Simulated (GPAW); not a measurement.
# Au (P-1) in GPAW: equation of state

How stiff is Au in PBEsol, and what volume does it want? The cell is scaled to several volumes.

All numbers are computed with GPAW 26.7.0; they aren't measurements. Logs are shortened: lines on timing, memory, paths and dates and some standing lists are left out, and cuts for length are marked. The log counts tension as positive stress, the text compression.

### Step 1. Starting point

The typed cell holds 2 atoms: a = 2.815 Å, b = 2.820 Å, c = 5.191 Å, α = 103.14°, β = 102.66°, γ = 90.26°.

This isn't the form of Au at room conditions, which is fcc.

### Step 2. Equation of state, PBEsol

run.py reads:

```python
from ase import Atoms
from ase.eos import EquationOfState
from ase.io import Trajectory
from ase.units import GPa
from ase.parallel import parprint
from gpaw import GPAW, PW, setup_paths

setup_paths.insert(0, '.')

atoms = Atoms(['Au', 'Au'],
              cell=[[2.8154890579, 0.0, 0.0],
                    [-0.0129553469, 2.8201795887, 0.0],
                    [-1.1378916452, -1.1854109603, 4.9240140333]],
              scaled_positions=[[0.672862, 0.665962, 0.274055],
                                [0.327138, 0.334038, 0.725945]],
              pbc=True)

traj = Trajectory('eos.traj', 'w')
volumes, energies = [], []
for x in [0.94, 0.96, 0.98, 1.0, 1.02, 1.04, 1.06]:
    a = atoms.copy()
    a.set_cell(atoms.cell * x**(1 / 3), scale_atoms=True)
    calc = GPAW(mode=PW(600),
                xc='PBEsol',
                kpts={'size': (10, 10, 6), 'gamma': True},
                occupations={'name': 'fermi-dirac', 'width': 0.05},
                nbands=23,
                convergence={'density': 1e-05, 'energy': 1e-05},
                maxiter=150,
                txt=f'eos-{x:.2f}.txt')
    a.calc = calc
    energies.append(a.get_potential_energy(force_consistent=True))
    volumes.append(a.get_volume())
    p = -a.get_stress()[:3].mean() / GPa
    calc.write(f'eos-{x:.2f}.gpw')
    traj.write(a)
    parprint(f'{x:.2f} {volumes[-1]:10.4f} A^3 {energies[-1]:14.6f} eV {p:9.3f} GPa', flush=True)

v0, e0, B = EquationOfState(volumes, energies, eos='birchmurnaghan').fit()
parprint(f'V0 = {v0:.4f} A^3, E0 = {e0:.6f} eV, B0 = {B / GPa:.2f} GPa')
```

Potentials or basis: PAW data sets generated in the run's folder for this functional, pw.

Run with:

```bash
> gpaw-setup -f PBEsol Au
> OMP_NUM_THREADS=1 mpirun -n 4 gpaw python run.py
```

The program printed:

```text
__  _  _
 | _ |_)|_||  |
 |__||  | ||/\| - 26.7.0

Input parameters:
  mode=PW(ecut=600.0),
  convergence={'density': 1e-05, 'energy': 1e-05},
  kpts=MonkhorstPack(size=(10, 10, 6), gamma=True),
  maxiter=150,
  nbands=23,
  occupations=Occupations(name='fermi-dirac', width=0.05),
  xc=XC(name='PBEsol')

Diagonalizing LCAO Hamiltonian
Converting LCAO to pw mode

       Au

           Au

Atoms  # Å, Bohr magnetons
|   | symbol |        x |        y |        z |    initial magnetic moments |
|---|--------|----------|----------|----------|-----------------------------|
| 0 |     Au | 1.541832 | 1.521556 | 1.321903 | ( 0.0000,  0.0000,  0.0000) |
| 1 |     Au | 0.088828 | 0.079840 | 3.501593 | ( 0.0000,  0.0000,  0.0000) |

Unit cell  # Å
| periodic |         x |         y |        z |  lengths |     angles |
|----------|-----------|-----------|----------|----------|------------|
|      yes |  2.758014 |  0.000000 | 0.000000 | 2.758014 | 103.141217 |
|      yes | -0.012691 |  2.762609 | 0.000000 | 2.762638 | 102.662462 |
|      yes | -1.114663 | -1.161212 | 4.823496 | 5.084978 |  90.263204 |

Number of symmetries: 2
Symmetry operations  # r_c * U_cc + t_c -> r_c
|   | kind |            matrix            |
|---|------|------------------------------|
| 0 |  E   |  1, 0, 0,  0, 1, 0,  0, 0, 1 |
| 1 |  i   | -1, 0, 0,  0,-1, 0,  0, 0,-1 |

BZ-sampling:
  Number of BZ points: 600
  Number of IBZ points: 304

  Monkhorst-Pack size: [10, 10, 6]
  Monkhorst-Pack shift: [0.05, 0.05, 0.08333333333333333]

K-points  # in reciprocal-cell coordinates
|     |                                coordinates |     weight |
|-----|--------------------------------------------|------------|
|   0 | (  0.00000000,   0.00000000,   0.00000000) | 0.00166667 |
|   1 | (  0.00000000,   0.00000000,   0.16666667) | 0.00333333 |
|   2 | (  0.00000000,   0.00000000,   0.33333333) | 0.00333333 |
|   3 | (  0.00000000,   0.00000000,   0.50000000) | 0.00166667 |
|   4 | (  0.00000000,   0.10000000,  -0.33333333) | 0.00333333 |
|   5 | (  0.00000000,   0.10000000,  -0.16666667) | 0.00333333 |
|   6 | (  0.00000000,   0.10000000,   0.00000000) | 0.00333333 |
|   7 | (  0.00000000,   0.10000000,   0.16666667) | 0.00333333 |
|   8 | (  0.00000000,   0.10000000,   0.33333333) | 0.00333333 |
|   9 | (  0.00000000,   0.10000000,   0.50000000) | 0.00333333 |
| ... |                                            |            |
| 303 | (  0.50000000,   0.50000000,   0.50000000) | 0.00166667 |

Plane wave coefficients: 1253
Cutoff: 600.0 eV

Spin-components: 1 (collinear spins)
Bands:           23
Projectors:      12
Spin-degeneracy: 2
Datatype:        complex128

Parallelization:
  kpt:    4
  domain: 1
  band:   1

Density:
  Valence electrons: 22.0
  Components: 1
  Grid points: [16 16 30]
  Charge: 0.0  # |e|

Potential:
  Grid points: [16 16 30]

species:
  Au:
    name:    Gold
    Z:       79.0
    valence: 11
    core:    68
    charge:  0.0  # [|e|]
    compensation charges:
      type: gauss
      rc: 0.42  # [Å]
      lmax: 2
    cutoffs:
      filter: 2.33  # [Å]
      core: 2.81  # [Å]
    projectors
    | kind |    occ | energy [eV] | rcut [Å] |
    |------|--------|-------------|----------|
    |   6s |  1.000 |      -5.766 |    1.323 |
    |   6p |  0.000 |      -0.708 |    1.323 |
    |   5d | 10.000 |      -6.915 |    1.323 |
    |    s |        |      21.446 |    1.323 |
    |    p |        |      26.504 |    1.323 |
    |    d |        |      20.296 |    1.323 |

    Using partial waves for Au as LCAO basis

Reference energy: -1032911.311445  # eV

eigensolver:
  PPCG
  Converge bands: occupied
  niter=2

density mixing:
  MSR1-Mixer
  Pratt-step length: 0.05
  Maximum mixing coefficient: 0.75
  Old densities: 10
  SVD Regularization: 0.005
  Good broyden scale: 1.0
  Trust region scale: 1.0
  Backstep threshold: 4.0
  History deletion threshold: 6.0
  Fourier metric: weight=20.0, sigma=0.015

occupation numbers:
  Fermi-Dirac:
    width: 0.0500  # eV

poisson solver:
  ecut: 4800.0  # eV

xc functional:
  name: PBEsol with 2 nearest neighbor stencil

convergence criteria:
- Maximum integral of absolute [dens]ity change: 1e-05 electrons / valence electron
- Maximum [total energy] change in last 3 cyles: 1e-05 eV / valence electron
- Maximum integral of absolute [eigenst]ate change: 4e-08 eV^2 / valence electron
maximum number of iterations: 150

SCF iterations
|iter     | |      energy | eigst |  dens |
|---------|-|-------------|-------|-------|
|iter:   1| |   -8.064462 | -0.33 |       |
|iter:   2| |   -7.912888 | -2.61 | -1.06 |
|iter:   3| |   -7.374023 | -1.89 | -1.11 |
|iter:   4| |   -7.367316 | -4.09 | -2.06 |
|iter:   5| |   -7.365206 | -4.18 | -2.38 |
|iter:   6| |   -7.365205 | -6.39 | -3.70 |
|iter:   7| |   -7.365205c| -7.11 | -4.04 |
|iter:   8| |   -7.365205c| -8.01c| -4.34 |
|iter:   9| |   -7.365205c| -8.53c| -5.04c|

Converged in 9 steps
Energy contributions relative to reference atoms: (reference = -1032911.311445)

Energy contributions:
  Kinetic:         -19.051621
  Coulomb:          15.668014
  Zero:              0.315007
  External:          0.000000
  Xc:               -4.294839
  Entropy:          -0.003531
  Spinorbit:         0.000000
  ----------------------------
  Free energy:      -7.366970
  Extrapolated:     -7.365205

dipole moment: (-0.000009, -0.000009, -0.000027)  # |e|*Ang

Fermi level: 8.357
Eigenvalues  # (at kpt = [0.000, 0.000, 0.000])
| band index |      eig [eV] | occ [0-2] |
|------------|---------------|-----------|
|          0 |        -0.706 |     2.000 |
|        ... |               |           |
|          4 |         3.431 |     2.000 |
|          5 |         5.349 |     2.000 |
|          6 |         5.372 |     2.000 |
|          7 |         5.973 |     2.000 |
|          8 |         6.050 |     2.000 |
|          9 |         6.316 |     2.000 |
[... 8 lines left out ...]
|         18 |        27.564 |     0.000 |
|         19 |        27.801 |     0.000 |
|        ... |               |           |
|         22 |        32.853 |     0.000 |

No gap
No difference between direct/indirect transitions

Stress tensor  # eV/Ang^3
|         x |         y |         z |
|-----------|-----------|-----------|
| -0.011555 | -0.001944 | -0.009946 |
| -0.001944 | -0.008794 | -0.007831 |
| -0.009946 | -0.007831 | -0.026946 |

# Writing to eos-0.94.gpw (mode='')
```

Wall time 8.2 min (4 MPI ranks of Intel Xeon at 2.50GHz (Skylake/Cascade Lake), shared host); peak memory 0.4 GiB.

Results:

```yaml
Equilibrium_volume: 18.68 Å³/atom
Bulk_modulus_at_fixed_shape_and_positions: 149 GPa
Pressure_derivative_of_the_bulk_modulus: 6.0
```

Energy against volume, from the lowest point:
```tsv
volume (Å³/atom)	energy (meV/atom)
18.376	2.22
18.767	0.00
19.158	5.17
19.549	16.70
19.940	33.73
20.331	55.46
20.722	81.22
```

Caveat: with this Au data set, volumes or pressures lay over 1.5 % or 2 GPa off other programs in two to four cells of ten; the cell was scaled at fixed shape and fractional positions, which overstates the stiffness of a crystal with free parameters, most of all of layers and chains. Spin-orbit coupling is left out, which matters for the levels of Au.
